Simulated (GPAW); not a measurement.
# Pd (Fm-3m) in GPAW: a series of runs

Runs on Pd. Level: PBE. Tasks: optical spectrum.

Everything below comes from runs of GPAW 26.7.0. Logs are shortened: lines on timing, memory, paths and dates and some standing lists are left out, and cuts for length are marked. The log counts tension as positive stress, the text compression.

### Step 1. Starting point

The structure is cubic, space group Fm-3m (No. 225). The conventional cell has a = 3.814 Å, b = 3.814 Å, c = 3.814 Å, α = 90.00°, β = 90.00°, γ = 90.00°. Pd (site symmetry m-3m) is surrounded by 12 Pd at 2.70 Å.

### Step 2. Optical spectrum, PBE

run.py reads:

```python
from ase.dft.bandgap import bandgap
from ase.io import read, write
from gpaw import GPAW, PW
from gpaw.response.df import DielectricFunction

atoms = read('Pd.xyz')

calc = GPAW(mode=PW(450),
            xc='PBE',
            kpts={'size': (9, 9, 9), 'gamma': True},
            occupations={'name': 'fermi-dirac', 'width': 0.05},
            nbands=17,
            convergence={'density': 1e-06},
            maxiter=150,
            txt='gpaw.txt')
atoms.calc = calc
energy = atoms.get_potential_energy()
calc.write('gs.gpw')
write('result.traj', atoms)
print(f'Energy: {energy:.6f} eV')
print('Fermi level:', round(calc.get_fermi_level(), 4), 'eV')
print(f'Gap: {bandgap(calc)[0]:.4f} eV, direct: {bandgap(calc, direct=True)[0]:.4f} eV')

dense = calc.fixed_density(kpts={'size': (30, 30, 30), 'gamma': True},
                           nbands=24, convergence={'bands': 18, 'eigenstates': 1e-7},
                           update_fermi_level=True, txt='dense.txt')
dense.write('dense.gpw', mode='all')

df = DielectricFunction('dense.gpw', frequencies={'type': 'nonlinear', 'domega0': 0.05, 'omega2': 10},
                        eta=0.1, ecut=50, nbands=18, rate='eta', txt='df.txt')
for direction in ['x']:
    df.get_dielectric_function(xc='RPA', direction=direction, filename=f'df_{direction}.csv')
```

Pd.xyz reads:

```xyz
1
Lattice="0.0000000000 1.9067643606 1.9067643606 1.9067643606 0.0000000000 1.9067643606 1.9067643606 1.9067643606 0.0000000000" Properties=species:S:1:pos:R:3 pbc="T T T"
Pd     0.0000000000      0.0000000000      0.0000000000
```

Potentials or basis: GPAW PAW data sets (gpaw-data 1.2.1), pw.

Launch:

```
$ OMP_NUM_THREADS=1 python run.py
```

gpaw.txt:

```text
__  _  _
 | _ |_)|_||  |
 |__||  | ||/\| - 26.7.0

Input parameters:
  mode=PW(ecut=450.00000000000006),
  convergence={'density': 1e-06},
  kpts=MonkhorstPack(size=(9, 9, 9), gamma=True),
  maxiter=150,
  nbands=17,
  occupations=Occupations(name='fermi-dirac', width=0.05),
  xc=XC(name='PBE')

Diagonalizing LCAO Hamiltonian
Converting LCAO to pw mode

       Pd

Atoms  # Å, Bohr magnetons
|   | symbol |        x |        y |        z |    initial magnetic moments |
|---|--------|----------|----------|----------|-----------------------------|
| 0 |     Pd | 0.000000 | 0.000000 | 0.000000 | ( 0.0000,  0.0000,  0.0000) |

Unit cell  # Å
| periodic |        x |        y |        z |  lengths |    angles |
|----------|----------|----------|----------|----------|-----------|
|      yes | 0.000000 | 1.906764 | 1.906764 | 2.696572 | 60.000000 |
|      yes | 1.906764 | 0.000000 | 1.906764 | 2.696572 | 60.000000 |
|      yes | 1.906764 | 1.906764 | 0.000000 | 2.696572 | 60.000000 |

Number of symmetries: 48
Symmetry operations  # r_c * U_cc + t_c -> r_c
|    | kind |            matrix            |
|----|------|------------------------------|
|  0 |  σ   |  1, 0, 0,  1, 0,-1,  1,-1, 0 |
|  1 |  C2  |  1, 0, 0,  1,-1, 0,  1, 0,-1 |
|  2 |  E   |  1, 0, 0,  0, 1, 0,  0, 0, 1 |
|  3 |  σ   |  1, 0, 0,  0, 0, 1,  0, 1, 0 |
|  4 |  C4  |  1, 0,-1,  1, 0, 0,  1,-1, 0 |
|  5 |  S6  |  1, 0,-1,  1,-1, 0,  1, 0, 0 |
|  6 |  σ   |  1, 0,-1,  0, 1,-1,  0, 0,-1 |
|  7 |  C3  |  1, 0,-1,  0, 0,-1,  0, 1,-1 |
|  8 |  S6  |  1,-1, 0,  1, 0, 0,  1, 0,-1 |
|  9 |  C4  |  1,-1, 0,  1, 0,-1,  1, 0, 0 |
| 10 |  C3  |  1,-1, 0,  0,-1, 1,  0,-1, 0 |
| 11 |  σ   |  1,-1, 0,  0,-1, 0,  0,-1, 1 |
| 12 |  σ   |  0, 1, 0,  1, 0, 0,  0, 0, 1 |
| 13 |  C4  |  0, 1, 0,  0, 1,-1, -1, 1, 0 |
| 14 |  C3  |  0, 1, 0,  0, 0, 1,  1, 0, 0 |
| 15 |  S6  |  0, 1, 0, -1, 1, 0,  0, 1,-1 |
| 16 |  C2  |  0, 1,-1,  1, 0,-1,  0, 0,-1 |
| 17 |  σ   |  0, 1,-1,  0, 1, 0, -1, 1, 0 |
| 18 |  S4  |  0, 1,-1,  0, 0,-1,  1, 0,-1 |
| 19 |  C4  |  0, 1,-1, -1, 1, 0,  0, 1, 0 |
| 20 |  C3  |  0, 0, 1,  1, 0, 0,  0, 1, 0 |
| 21 |  σ   |  0, 0, 1,  0, 1, 0,  1, 0, 0 |
| 22 |  S6  |  0, 0, 1,  0,-1, 1, -1, 0, 1 |
| 23 |  C4  |  0, 0, 1, -1, 0, 1,  0,-1, 1 |
| 24 |  S4  |  0, 0,-1,  1, 0,-1,  0, 1,-1 |
| 25 |  C3  |  0, 0,-1,  0, 1,-1,  1, 0,-1 |
| 26 |  C2  |  0, 0,-1,  0,-1, 0, -1, 0, 0 |
| 27 |  S6  |  0, 0,-1, -1, 0, 0,  0,-1, 0 |
| 28 |  S4  |  0,-1, 1,  1,-1, 0,  0,-1, 0 |
| 29 |  C4  |  0,-1, 1,  0, 0, 1, -1, 0, 1 |
| 30 |  C2  |  0,-1, 1,  0,-1, 0,  1,-1, 0 |
| 31 |  σ   |  0,-1, 1, -1, 0, 1,  0, 0, 1 |
| 32 |  C3  |  0,-1, 0,  1,-1, 0,  0,-1, 1 |
| 33 |  S6  |  0,-1, 0,  0, 0,-1, -1, 0, 0 |
| 34 |  S4  |  0,-1, 0,  0,-1, 1,  1,-1, 0 |
| 35 |  C2  |  0,-1, 0, -1, 0, 0,  0, 0,-1 |
| 36 |  C2  | -1, 1, 0,  0, 1, 0,  0, 1,-1 |
| 37 |  S6  | -1, 1, 0,  0, 1,-1,  0, 1, 0 |
| 38 |  S4  | -1, 1, 0, -1, 0, 1, -1, 0, 0 |
| 39 |  C3  | -1, 1, 0, -1, 0, 0, -1, 0, 1 |
| 40 |  S6  | -1, 0, 1,  0, 0, 1,  0,-1, 1 |
| 41 |  C2  | -1, 0, 1,  0,-1, 1,  0, 0, 1 |
| 42 |  C3  | -1, 0, 1, -1, 1, 0, -1, 0, 0 |
| 43 |  S4  | -1, 0, 1, -1, 0, 0, -1, 1, 0 |
| 44 |  C2  | -1, 0, 0,  0, 0,-1,  0,-1, 0 |
| 45 |  i   | -1, 0, 0,  0,-1, 0,  0, 0,-1 |
| 46 |  σ   | -1, 0, 0, -1, 1, 0, -1, 0, 1 |
| 47 |  C2  | -1, 0, 0, -1, 0, 1, -1, 1, 0 |

BZ-sampling:
  Number of BZ points: 729
  Number of IBZ points: 35

  Monkhorst-Pack size: [9, 9, 9]
  Monkhorst-Pack shift: [0, 0, 0]

K-points  # in reciprocal-cell coordinates
|     |                                coordinates |     weight |
|-----|--------------------------------------------|------------|
|   0 | (  0.00000000,   0.00000000,   0.00000000) | 0.00137174 |
|   1 | (  0.11111111,   0.11111111,   0.00000000) | 0.00823045 |
|   2 | (  0.11111111,   0.11111111,   0.11111111) | 0.01097394 |
|   3 | (  0.22222222,   0.11111111,   0.11111111) | 0.01646091 |
|   4 | (  0.22222222,   0.22222222,   0.00000000) | 0.00823045 |
|   5 | (  0.22222222,   0.22222222,   0.11111111) | 0.03292181 |
|   6 | (  0.22222222,   0.22222222,   0.22222222) | 0.01097394 |
|   7 | (  0.33333333,   0.22222222,   0.11111111) | 0.03292181 |
|   8 | (  0.33333333,   0.22222222,   0.22222222) | 0.03292181 |
|   9 | (  0.33333333,   0.33333333,  -0.33333333) | 0.01646091 |
| ... |                                            |            |
|  34 | (  0.44444444,   0.44444444,   0.44444444) | 0.01097394 |

Plane wave coefficients: 310
Cutoff: 450.00000000000006 eV

Spin-components: 1 (collinear spins)
Bands:           17
Projectors:      6
Spin-degeneracy: 2
Datatype:        complex128

Parallelization:
  kpt:    1
  domain: 1
  band:   1

Density:
  Valence electrons: 16.0
  Components: 1
  Grid points: [14 14 14]
  Charge: 0.0  # |e|

Potential:
  Grid points: [14 14 14]

species:
  Pd:
    name:    Palladium
    Z:       46.0
    valence: 16
    core:    30
    charge:  0.0  # [|e|]
    compensation charges:
      type: gauss
      rc: 0.38  # [Å]
      lmax: 2
    cutoffs:
      filter: 2.38  # [Å]
      core: 2.28  # [Å]
    projectors
    | kind |    occ | energy [eV] | rcut [Å] |
    |------|--------|-------------|----------|
    |   5s |  0.000 |      -3.315 |    1.228 |
    |   4p |  6.000 |     -51.209 |    1.360 |
    |   5p |  0.000 |      -0.314 |    1.360 |
    |   4d | 10.000 |      -4.047 |    1.228 |
    |    s |        |      23.896 |    1.228 |
    |    d |        |      23.165 |    1.228 |

    Using partial waves for Pd as LCAO basis

Reference energy: -137227.490718  # eV

eigensolver:
  PPCG
  Converge bands: occupied
  niter=2

density mixing:
  MSR1-Mixer
  Pratt-step length: 0.05
  Maximum mixing coefficient: 0.75
  Old densities: 10
  SVD Regularization: 0.005
  Good broyden scale: 1.0
  Trust region scale: 1.0
  Backstep threshold: 4.0
  History deletion threshold: 6.0
  Fourier metric: weight=20.0, sigma=0.015

occupation numbers:
  Fermi-Dirac:
    width: 0.0500  # eV

poisson solver:
  ecut: 3600.0000000000005  # eV

xc functional:
  name: PBE with 2 nearest neighbor stencil

convergence criteria:
- Maximum integral of absolute [dens]ity change: 1e-06 electrons / valence electron
- Maximum [total energy] change in last 3 cyles: 0.0005 eV / valence electron
- Maximum integral of absolute [eigenst]ate change: 4e-08 eV^2 / valence electron
maximum number of iterations: 150

SCF iterations
|iter     | |      energy | eigst |  dens |
|---------|-|-------------|-------|-------|
|iter:   1| |   -4.743220 | -0.22 |       |
|iter:   2| |   -4.521853 | -2.65 | -0.99 |
|iter:   3| |   -3.799531 | -1.52 | -1.05 |
|iter:   4| |   -3.789594 | -3.58 | -2.06 |
|iter:   5| |   -3.786041 | -3.92 | -2.21 |
|iter:   6| |   -3.786043c| -6.52 | -3.76 |
|iter:   7| |   -3.786044c| -7.56c| -4.06 |
|iter:   8| |   -3.786044c| -8.82c| -5.31 |
|iter:   9| |   -3.786044c| -9.09c| -5.71 |
|iter:  10| |   -3.786044c|-10.15c| -7.21c|

Converged in 10 steps
Energy contributions relative to reference atoms: (reference = -137227.490718)

Energy contributions:
  Kinetic:           2.786382
  Coulomb:          -6.455036
  Zero:             -0.133382
  External:          0.000000
  Xc:                0.024104
  Entropy:          -0.016223
  Spinorbit:         0.000000
  ----------------------------
  Free energy:      -3.794155
  Extrapolated:     -3.786044

dipole moment: (-11.343592, -11.343592, -11.343592)  # |e|*Ang

Fermi level: 10.525
Eigenvalues  # (at kpt = [0.000, 0.000, 0.000])
| band index |      eig [eV] | occ [0-2] |
|------------|---------------|-----------|
|          0 |       -39.287 |     2.000 |
|          1 |       -39.287 |     2.000 |
|          2 |       -39.287 |     2.000 |
|          3 |         2.938 |     2.000 |
|          4 |         7.409 |     2.000 |
|          5 |         7.409 |     2.000 |
[... 9 lines left out ...]
|         15 |        42.011 |     0.000 |
|         16 |        42.011 |     0.000 |

No gap
No difference between direct/indirect transitions
# Writing to gs.gpw (mode='')
```

Wall time 89 s (1 thread of Arm Neoverse V2, shared host); peak memory 0.39 GiB.

What came out:

```
Free energy            : -3.7942 eV
Band gap on the k mesh : none (metal or under the smearing width)
```

Dielectric function (mean over the directions given):
```csv
energy (eV),real part,imaginary part
0.51,-147.79,147.57
1.15,-40.34,48.42
1.77,-22.99,25.46
2.42,-13.22,13.80
3.04,-9.00,8.72
3.69,-6.20,6.35
4.30,-4.98,4.93
4.94,-3.35,4.63
5.53,-2.83,4.06
6.15,-2.46,3.13
6.87,-1.98,2.30
7.55,-1.11,1.66
8.16,-0.36,1.26
8.80,0.10,1.45
9.47,0.73,1.53
10.06,0.80,1.75
10.67,0.71,1.99
11.31,0.69,1.72
11.96,0.71,1.84
12.53,0.70,1.84
13.36,0.74,1.80
13.97,0.69,1.92
14.61,0.57,1.76
15.26,0.54,1.70
15.94,0.47,1.76
16.64,0.39,1.63
17.36,0.40,1.43
18.12,0.50,1.35
18.90,0.60,1.32
19.87,0.94,1.46
```

Caveat: the intraband term hangs on this k mesh; the long-wavelength limit can be off by several per cent where d states take part; independent-particle spectra lack excitons.

### Step 3. Optical spectrum, PBE

This run uses another cell than the first one, of 14.16 Å³/atom, 1.021 times its volume.

run.py is that of step 2.

Pd.xyz reads:

```xyz
1
Lattice="0.0000000000 1.9201927211 1.9201927211 1.9201927211 0.0000000000 1.9201927211 1.9201927211 1.9201927211 0.0000000000" Properties=species:S:1:pos:R:3 pbc="T T T"
Pd     0.0000000000      0.0000000000      0.0000000000
```

Potentials or basis: GPAW PAW data sets (gpaw-data 1.2.1), pw.

Launch:

```
$ OMP_NUM_THREADS=1 python run.py
```

gpaw.txt:

```text
__  _  _
 | _ |_)|_||  |
 |__||  | ||/\| - 26.7.0

Input parameters:
  mode=PW(ecut=450.00000000000006),
  convergence={'density': 1e-06},
  kpts=MonkhorstPack(size=(9, 9, 9), gamma=True),
  maxiter=150,
  nbands=17,
  occupations=Occupations(name='fermi-dirac', width=0.05),
  xc=XC(name='PBE')

Diagonalizing LCAO Hamiltonian
Converting LCAO to pw mode

       Pd

Atoms  # Å, Bohr magnetons
|   | symbol |        x |        y |        z |    initial magnetic moments |
|---|--------|----------|----------|----------|-----------------------------|
| 0 |     Pd | 0.000000 | 0.000000 | 0.000000 | ( 0.0000,  0.0000,  0.0000) |

Unit cell  # Å
| periodic |        x |        y |        z |  lengths |    angles |
|----------|----------|----------|----------|----------|-----------|
|      yes | 0.000000 | 1.920193 | 1.920193 | 2.715563 | 60.000000 |
|      yes | 1.920193 | 0.000000 | 1.920193 | 2.715563 | 60.000000 |
|      yes | 1.920193 | 1.920193 | 0.000000 | 2.715563 | 60.000000 |

Number of symmetries: 48
Symmetry operations  # r_c * U_cc + t_c -> r_c
|    | kind |            matrix            |
|----|------|------------------------------|
|  0 |  σ   |  1, 0, 0,  1, 0,-1,  1,-1, 0 |
|  1 |  C2  |  1, 0, 0,  1,-1, 0,  1, 0,-1 |
|  2 |  E   |  1, 0, 0,  0, 1, 0,  0, 0, 1 |
|  3 |  σ   |  1, 0, 0,  0, 0, 1,  0, 1, 0 |
|  4 |  C4  |  1, 0,-1,  1, 0, 0,  1,-1, 0 |
|  5 |  S6  |  1, 0,-1,  1,-1, 0,  1, 0, 0 |
|  6 |  σ   |  1, 0,-1,  0, 1,-1,  0, 0,-1 |
|  7 |  C3  |  1, 0,-1,  0, 0,-1,  0, 1,-1 |
|  8 |  S6  |  1,-1, 0,  1, 0, 0,  1, 0,-1 |
|  9 |  C4  |  1,-1, 0,  1, 0,-1,  1, 0, 0 |
| 10 |  C3  |  1,-1, 0,  0,-1, 1,  0,-1, 0 |
| 11 |  σ   |  1,-1, 0,  0,-1, 0,  0,-1, 1 |
| 12 |  σ   |  0, 1, 0,  1, 0, 0,  0, 0, 1 |
| 13 |  C4  |  0, 1, 0,  0, 1,-1, -1, 1, 0 |
| 14 |  C3  |  0, 1, 0,  0, 0, 1,  1, 0, 0 |
| 15 |  S6  |  0, 1, 0, -1, 1, 0,  0, 1,-1 |
| 16 |  C2  |  0, 1,-1,  1, 0,-1,  0, 0,-1 |
| 17 |  σ   |  0, 1,-1,  0, 1, 0, -1, 1, 0 |
| 18 |  S4  |  0, 1,-1,  0, 0,-1,  1, 0,-1 |
| 19 |  C4  |  0, 1,-1, -1, 1, 0,  0, 1, 0 |
| 20 |  C3  |  0, 0, 1,  1, 0, 0,  0, 1, 0 |
| 21 |  σ   |  0, 0, 1,  0, 1, 0,  1, 0, 0 |
| 22 |  S6  |  0, 0, 1,  0,-1, 1, -1, 0, 1 |
| 23 |  C4  |  0, 0, 1, -1, 0, 1,  0,-1, 1 |
| 24 |  S4  |  0, 0,-1,  1, 0,-1,  0, 1,-1 |
| 25 |  C3  |  0, 0,-1,  0, 1,-1,  1, 0,-1 |
| 26 |  C2  |  0, 0,-1,  0,-1, 0, -1, 0, 0 |
| 27 |  S6  |  0, 0,-1, -1, 0, 0,  0,-1, 0 |
| 28 |  S4  |  0,-1, 1,  1,-1, 0,  0,-1, 0 |
| 29 |  C4  |  0,-1, 1,  0, 0, 1, -1, 0, 1 |
| 30 |  C2  |  0,-1, 1,  0,-1, 0,  1,-1, 0 |
| 31 |  σ   |  0,-1, 1, -1, 0, 1,  0, 0, 1 |
| 32 |  C3  |  0,-1, 0,  1,-1, 0,  0,-1, 1 |
| 33 |  S6  |  0,-1, 0,  0, 0,-1, -1, 0, 0 |
| 34 |  S4  |  0,-1, 0,  0,-1, 1,  1,-1, 0 |
| 35 |  C2  |  0,-1, 0, -1, 0, 0,  0, 0,-1 |
| 36 |  C2  | -1, 1, 0,  0, 1, 0,  0, 1,-1 |
| 37 |  S6  | -1, 1, 0,  0, 1,-1,  0, 1, 0 |
| 38 |  S4  | -1, 1, 0, -1, 0, 1, -1, 0, 0 |
| 39 |  C3  | -1, 1, 0, -1, 0, 0, -1, 0, 1 |
| 40 |  S6  | -1, 0, 1,  0, 0, 1,  0,-1, 1 |
| 41 |  C2  | -1, 0, 1,  0,-1, 1,  0, 0, 1 |
| 42 |  C3  | -1, 0, 1, -1, 1, 0, -1, 0, 0 |
| 43 |  S4  | -1, 0, 1, -1, 0, 0, -1, 1, 0 |
| 44 |  C2  | -1, 0, 0,  0, 0,-1,  0,-1, 0 |
| 45 |  i   | -1, 0, 0,  0,-1, 0,  0, 0,-1 |
| 46 |  σ   | -1, 0, 0, -1, 1, 0, -1, 0, 1 |
| 47 |  C2  | -1, 0, 0, -1, 0, 1, -1, 1, 0 |

BZ-sampling:
  Number of BZ points: 729
  Number of IBZ points: 35

  Monkhorst-Pack size: [9, 9, 9]
  Monkhorst-Pack shift: [0, 0, 0]

K-points  # in reciprocal-cell coordinates
|     |                                coordinates |     weight |
|-----|--------------------------------------------|------------|
|   0 | (  0.00000000,   0.00000000,   0.00000000) | 0.00137174 |
|   1 | (  0.11111111,   0.11111111,   0.00000000) | 0.00823045 |
|   2 | (  0.11111111,   0.11111111,   0.11111111) | 0.01097394 |
|   3 | (  0.22222222,   0.11111111,   0.11111111) | 0.01646091 |
|   4 | (  0.22222222,   0.22222222,   0.00000000) | 0.00823045 |
|   5 | (  0.22222222,   0.22222222,   0.11111111) | 0.03292181 |
|   6 | (  0.22222222,   0.22222222,   0.22222222) | 0.01097394 |
|   7 | (  0.33333333,   0.22222222,   0.11111111) | 0.03292181 |
|   8 | (  0.33333333,   0.22222222,   0.22222222) | 0.03292181 |
|   9 | (  0.33333333,   0.33333333,  -0.33333333) | 0.01646091 |
| ... |                                            |            |
|  34 | (  0.44444444,   0.44444444,   0.44444444) | 0.01097394 |

Plane wave coefficients: 331
Cutoff: 450.00000000000006 eV

Spin-components: 1 (collinear spins)
Bands:           17
Projectors:      6
Spin-degeneracy: 2
Datatype:        complex128

Parallelization:
  kpt:    1
  domain: 1
  band:   1

Density:
  Valence electrons: 16.0
  Components: 1
  Grid points: [14 14 14]
  Charge: 0.0  # |e|

Potential:
  Grid points: [14 14 14]

species:
  Pd:
    name:    Palladium
    Z:       46.0
    valence: 16
    core:    30
    charge:  0.0  # [|e|]
    compensation charges:
      type: gauss
      rc: 0.38  # [Å]
      lmax: 2
    cutoffs:
      filter: 2.38  # [Å]
      core: 2.28  # [Å]
    projectors
    | kind |    occ | energy [eV] | rcut [Å] |
    |------|--------|-------------|----------|
    |   5s |  0.000 |      -3.315 |    1.228 |
    |   4p |  6.000 |     -51.209 |    1.360 |
    |   5p |  0.000 |      -0.314 |    1.360 |
    |   4d | 10.000 |      -4.047 |    1.228 |
    |    s |        |      23.896 |    1.228 |
    |    d |        |      23.165 |    1.228 |

    Using partial waves for Pd as LCAO basis

Reference energy: -137227.490718  # eV

eigensolver:
  PPCG
  Converge bands: occupied
  niter=2

density mixing:
  MSR1-Mixer
  Pratt-step length: 0.05
  Maximum mixing coefficient: 0.75
  Old densities: 10
  SVD Regularization: 0.005
  Good broyden scale: 1.0
  Trust region scale: 1.0
  Backstep threshold: 4.0
  History deletion threshold: 6.0
  Fourier metric: weight=20.0, sigma=0.015

occupation numbers:
  Fermi-Dirac:
    width: 0.0500  # eV

poisson solver:
  ecut: 3600.0000000000005  # eV

xc functional:
  name: PBE with 2 nearest neighbor stencil

convergence criteria:
- Maximum integral of absolute [dens]ity change: 1e-06 electrons / valence electron
- Maximum [total energy] change in last 3 cyles: 0.0005 eV / valence electron
- Maximum integral of absolute [eigenst]ate change: 4e-08 eV^2 / valence electron
maximum number of iterations: 150

SCF iterations
|iter     | |      energy | eigst |  dens |
|---------|-|-------------|-------|-------|
|iter:   1| |   -4.791523 | -0.23 |       |
|iter:   2| |   -4.563737 | -2.63 | -0.99 |
|iter:   3| |   -3.833879 | -1.50 | -1.04 |
|iter:   4| |   -3.824166 | -3.55 | -2.05 |
|iter:   5| |   -3.820765 | -3.95 | -2.20 |
|iter:   6| |   -3.820767c| -6.47 | -3.75 |
|iter:   7| |   -3.820769c| -7.53c| -4.06 |
|iter:   8| |   -3.820769c| -8.78c| -5.28 |
|iter:   9| |   -3.820769c| -9.15c| -5.72 |
|iter:  10| |   -3.820769c|-10.16c| -7.32c|

Converged in 10 steps
Energy contributions relative to reference atoms: (reference = -137227.490718)

Energy contributions:
  Kinetic:           1.067710
  Coulomb:          -5.041612
  Zero:             -0.133921
  External:          0.000000
  Xc:                0.295523
  Entropy:          -0.016939
  Spinorbit:         0.000000
  ----------------------------
  Free energy:      -3.829238
  Extrapolated:     -3.820769

dipole moment: (-11.417799, -11.417799, -11.417799)  # |e|*Ang

Fermi level: 10.154
Eigenvalues  # (at kpt = [0.000, 0.000, 0.000])
| band index |      eig [eV] | occ [0-2] |
|------------|---------------|-----------|
|          0 |       -39.607 |     2.000 |
|          1 |       -39.607 |     2.000 |
|          2 |       -39.607 |     2.000 |
|          3 |         2.736 |     2.000 |
|          4 |         7.142 |     2.000 |
|          5 |         7.142 |     2.000 |
[... 9 lines left out ...]
|         15 |        41.215 |     0.000 |
|         16 |        41.215 |     0.000 |

No gap
No difference between direct/indirect transitions
# Writing to gs.gpw (mode='')
```

Wall time 90 s (1 thread of Arm Neoverse V2, shared host); peak memory 0.39 GiB.

Results:

* Free energy: -3.8292 eV
* Band gap on the k mesh: none (metal or under the smearing width)

Dielectric function (mean over the directions given):
```
energy (eV)  real part  imaginary part
       0.51    -135.64          142.31
       1.43     -27.88           30.68
       2.42     -12.48           14.06
       3.43      -7.40            7.16
       4.44      -4.01            4.53
       5.31      -2.81            4.16
       6.31      -2.14            2.51
       7.29      -1.18            1.76
       8.25      -0.01            1.41
       9.27       0.69            1.57
      10.16       0.62            1.86
      11.20       0.69            1.77
      12.19       0.68            1.92
      13.24       0.73            1.78
      14.22       0.53            1.79
      15.13       0.56            1.69
      16.21       0.43            1.62
      17.36       0.37            1.35
      18.58       0.60            1.30
      19.87       0.92            1.57
```

Caveat: the intraband term hangs on this k mesh; the long-wavelength limit can be off by several per cent where d states take part; independent-particle spectra lack excitons.

[end of part 1 of 2]
